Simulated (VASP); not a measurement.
Here is a VASP 6.6.1 calculation.

File INCAR:

```
SYSTEM = Te2Mo
PREC     = Accurate       ! precision mode
ENCUT    = 600            ! plane-wave cutoff, eV
EDIFF    = 1E-6           ! SCF threshold, eV
ISMEAR   = 0              ! smearing method
SIGMA    = 0.02           ! smearing width, eV
LREAL    = .FALSE.        ! projectors in reciprocal space
LASPH    = .TRUE.         ! aspherical terms in the spheres
NELM     = 100            ! most SCF steps
ALGO     = Fast           ! electronic algorithm
ISIF     = 3              ! what is computed and relaxed
LWAVE    = .FALSE.        ! write WAVECAR
LCHARG   = .FALSE.        ! write CHGCAR
GGA      = PE             ! functional
IBRION   = 2              ! ionic algorithm
NSW      = 70             ! ionic steps
EDIFFG   = -0.005         ! ionic threshold
```

The input KPOINTS:

```
Automatic mesh
0
G
  9 9 2
  0 0 0
```

POSCAR

```
Te2Mo
1.0
    3.4963748104      0.0000000000      0.0000000000
   -1.7481874052      3.0279494069      0.0000000000
    0.0000000000      0.0000000000     13.7017420245
Te Mo
4 2
Direct
    0.3333333333      0.6666666667      0.6173474405
    0.6666666667      0.3333333333      0.1173474405
    0.3333333333      0.6666666667      0.8826525595
    0.6666666667      0.3333333333      0.3826525595
    0.3333333333      0.6666666667      0.2500000000
    0.6666666667      0.3333333333      0.7500000000
```

Potentials or basis: VASP PAW PBE potentials, release 64 (Te, Mo_sv).

Command:

```sh
$ cat potpaw_PBE.64/Te/POTCAR potpaw_PBE.64/Mo_sv/POTCAR > POTCAR
$ mpirun -np 1 vasp_std > vasp.out
```

Q: Estimate the band gap on the k mesh.

A: 1.03 eV, direct.

Q: Estimate the space group after relaxing (to 0.05 Å).

A: P6_3/mmc (No. 194).

Q: What does it give for the relaxed cell?

A: a = 3.555 Å, b = 3.555 Å, c = 15.274 Å, α = 90.00°, β = 90.00°, γ = 120.00°.

Step by step:
```tsv
step	energy change (eV)	largest force (eV/Å)	pressure (GPa)	volume (Å³)
1	0.0000	0.0160	3.64	145.06
2	0.0278	0.9318	-3.81	156.89
3	-0.0565	0.4372	0.03	150.22
4	-0.0837	0.2767	-0.05	151.94
5	-0.0935	0.1138	-0.03	153.66
6	-0.1135	0.0734	0.16	154.53
7	-0.1450	0.0498	0.86	157.05
8	-0.1477	0.0960	1.07	158.02
9	-0.1559	0.1393	-0.23	161.30
10	-0.1562	0.1090	-0.05	160.87
11	-0.1582	0.0910	-0.15	161.63
12	-0.1595	0.0715	-0.25	162.48
13	-0.1588	0.0310	-0.45	164.19
14	-0.1597	0.0601	-0.29	162.97
15	-0.1601	0.0499	0.28	162.47
16	-0.1604	0.0048	0.03	162.67
17	-0.1608	0.0035	0.08	162.67
18	-0.1610	0.0104	0.10	162.67
19	-0.1610	0.0242	0.15	162.66
20	-0.1611	0.0153	0.12	162.67
21	-0.1612	0.0500	-0.07	163.15
22	-0.1612	0.0479	-0.08	163.11
23	-0.1612	0.0425	-0.04	163.04
24	-0.1615	0.0352	-0.02	163.23
25	-0.1620	0.0135	-0.03	163.80
26	-0.1620	0.0301	-0.03	164.95
27	-0.1622	0.0047	-0.01	164.26
28	-0.1624	0.0028	-0.01	164.47
29	-0.1630	0.0005	-0.01	165.09
30	-0.1636	0.0042	-0.04	166.32
31	-0.1637	0.0065	-0.02	166.86
32	-0.1637	0.0088	-0.03	167.95
33	-0.1637	0.0073	-0.05	167.60
34	-0.1637	0.0061	-0.04	167.23
35	-0.1636	0.0223	0.12	167.06
36	-0.1637	0.0005	-0.01	167.19
```

Caveat: the volume moved by over 15 % at a fixed basis, so the end points are rough; spin-orbit coupling is left out, which moves the levels of the heavy elements; an odd mesh through Γ misses points on the zone boundary, where band edges often lie; this functional lacks dispersion, which binds the layers, so the pressure and a relaxed spacing across them are unreliable, and here the layers came unbound. Zero-point motion and thermal expansion aren't in these numbers.
